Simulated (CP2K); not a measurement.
# MoS2: band structure with r2SCAN

**Experimental background.**

“Multiwavelength excitation Raman Scattering Analysis of bulk and 2 dimensional MoS2: Vibrational properties of atomically thin MoS2 layers”, 2015, arxiv:1506.03228 reports, for a bulk crystal of MoS2 at 300 K: band gap 1.3 eV (indirect).

Crystal: MoS2.

```xyz
6
Lattice="3.1690 0.0000 0.0000 -1.5845 2.7444 0.0000 0.0000 0.0000 12.3240" Properties=species:S:1:pos:R:3 pbc="T T T"
Mo    1.5845    0.9148    9.2430
Mo    0.0000    1.8296    3.0810
S     1.5845    0.9148    4.6461
S     0.0000    1.8296   10.8081
S     1.5845    0.9148    1.5159
S     0.0000    1.8296    7.6779
```

```yaml
Program: CP2K 2026.2
Task: band structure
Functional: r2SCAN
Potentials_or_basis: POTENTIAL_UZH Mo GTH-SCAN-q14, S GTH-SCAN-q6; TZVP-MOLOPT-SCAN-GTH basis
Density_cutoff: 9184 eV
k_mesh: 10 × 10 × 3
Occupations: fermi-dirac, width 0.01 eV
Spin: no spin polarisation
SCF_solver: diagonalisation with k points
Quickstep_method: GPW
EPS_DEFAULT: 1.0E-9
EPS_SCF: 1.0E-6
MAX_SCF: 100
SCF_GUESS: ATOMIC
k_points_reduced_by_the_point_group: yes
Mesh_centred_on_Gamma: yes
CHOLESKY: OFF
EPS_EIGVAL: 1.0E-7
MIXING_METHOD: BROYDEN_MIXING
MIXING_ALPHA: 0.4
NBUFFER: 8
NGRIDS: 5
Basis_sets: Mo TZVP-MOLOPT-SCAN-GTH-q14, S TZVP-MOLOPT-SCAN-GTH-q6
Potentials: Mo GTH-SCAN-q14 of POTENTIAL_UZH, S GTH-SCAN-q6 of POTENTIAL_UZH
ADDED_MOS: "[24]"
Points_a_segment_of_the_path_NPOINTS: 6
Bands_added_on_the_path: 4
MPI_ranks: 4
REL_CUTOFF_Ry: 60 Ry
MIXING_BETA_1/bohr: 1.5 1/bohr
CUTOFF_of_the_grids: 675 Ry
```

```
Pressure                : 2.1 GPa
Largest force           : 0.055 eV/Å
Band gap along the path : 1.01 eV, indirect (least direct gap 1.80 eV)
Mulliken charges        : Mo -0.08; S +0.04 e
```

Forces on the atoms (eV/Å):
```
Mo   0.000  0.000  0.000
Mo   0.000  0.000  0.000
S    0.000  0.000 -0.055
S    0.000  0.000 -0.055
S    0.000  0.000  0.055
S    0.000  0.000  0.055
```

Stress tensor (GPa, compression positive):
```
2.38 0.00 0.00
0.00 2.38 0.00
0.00 0.00 1.54
```

Levels at the corners of the path, in eV from the valence-band top:
| point | band 23 | band 24 | band 25 | band 26 | band 27 | band 28 | band 29 | band 30 |
| --- | --- | --- | --- | --- | --- | --- | --- | --- |
| Γ | -2.31 | -1.32 | -1.17 | 0.00 | 2.24 | 2.24 | 2.27 | 2.27 |
| M | -1.90 | -1.70 | -1.43 | -1.32 | 1.71 | 1.76 | 2.12 | 2.37 |
| K | -2.88 | -2.88 | -0.83 | -0.68 | 1.12 | 1.12 | 2.06 | 3.02 |
| Γ | -2.31 | -1.32 | -1.17 | 0.00 | 2.24 | 2.24 | 2.27 | 2.27 |
| A | -2.34 | -2.34 | -0.29 | -0.29 | 2.25 | 2.25 | 2.25 | 2.25 |
| L | -1.80 | -1.80 | -1.37 | -1.37 | 1.73 | 1.73 | 2.25 | 2.25 |
| H | -3.07 | -3.07 | -0.76 | -0.76 | 1.12 | 1.12 | 2.53 | 2.53 |
| A | -2.34 | -2.34 | -0.29 | -0.29 | 2.25 | 2.25 | 2.25 | 2.25 |
| L | -1.80 | -1.80 | -1.37 | -1.37 | 1.73 | 1.73 | 2.25 | 2.25 |
| M | -1.90 | -1.70 | -1.43 | -1.32 | 1.71 | 1.76 | 2.12 | 2.37 |
| K | -2.88 | -2.88 | -0.83 | -0.68 | 1.12 | 1.12 | 2.06 | 3.02 |
| H | -3.07 | -3.07 | -0.76 | -0.76 | 1.12 | 1.12 | 2.53 | 2.53 |

Wall time 40 s on 4 MPI ranks on Arm Neoverse V2 (shared host).

A measured gap of MoS2 is 1.3 eV (indirect; 300 K; “Multiwavelength excitation Raman Scattering Analysis of bulk and 2 dimensional MoS2: Vibrational properties of atomically thin MoS2 layers”, 2015, arxiv:1506.03228); the calculated 1.01 eV misses it by -0.29 eV. Spin-orbit coupling on Mo is left out. The value is that of r2SCAN in an atomic basis (POTENTIAL_UZH Mo GTH-SCAN-q14, S GTH-SCAN-q6; TZVP-MOLOPT-SCAN-GTH basis), whose error adds to the functional's,, without temperature or zero-point motion.

Caveat: Mulliken charges move with the basis; the basis of atomic orbitals isn't converged, which shifts pressures, moduli and gaps.
